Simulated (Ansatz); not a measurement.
The system is Cs2AgBiBr6.

```
Bi Cs Ag Br
1.0
     0.00000    5.61610    5.61610
     5.61610    0.00000    5.61610
     5.61610    5.61610    0.00000
Bi Cs Ag Br
1 2 1 6
Direct
  0.00000 0.00000 0.00000
  0.75000 0.75000 0.75000
  0.25000 0.25000 0.25000
  0.50000 0.50000 0.50000
  0.74945 0.74945 0.25055
  0.25055 0.25055 0.74945
  0.74945 0.25055 0.25055
  0.74945 0.25055 0.74945
  0.25055 0.74945 0.74945
  0.25055 0.74945 0.25055
```

Base run:

```yaml
Program: Ansatz 0.2.0
Functional: revPBE
Potentials_or_basis: Ansatz PAW
Cutoff: 420 eV
Density_cutoff: 1680 eV
k_mesh: 4 × 4 × 4
Occupations: fermi-dirac, width 0.05 eV
Spin: no spin polarisation
```

Its results: band gap on the k mesh 1.32 eV, indirect (least direct gap 2.51 eV); pressure 3.1 GPa; largest force 0.259 eV/Å.

**Question.** The run is repeated on the same cell with these changes: functional from revPBE to BLYP. What comes out?

**Answer.** Band gap on the k mesh 1.29 eV, indirect (least direct gap 2.48 eV); pressure 3.7 GPa; largest force 0.342 eV/Å.

Caveats: the potentials were made for another functional, which shifts forces and pressure; spin-orbit coupling is left out, which as a rule narrows the gap of such compounds by several tenths of an eV; the PAW data sets come from PBE, with cores solved anew for the run's functional, which leaves a small shift of forces and pressure; the density of states is complete only up to the lowest level of the last band computed.

A k mesh can miss the band edges.

Not every run made on this cell is shown here.
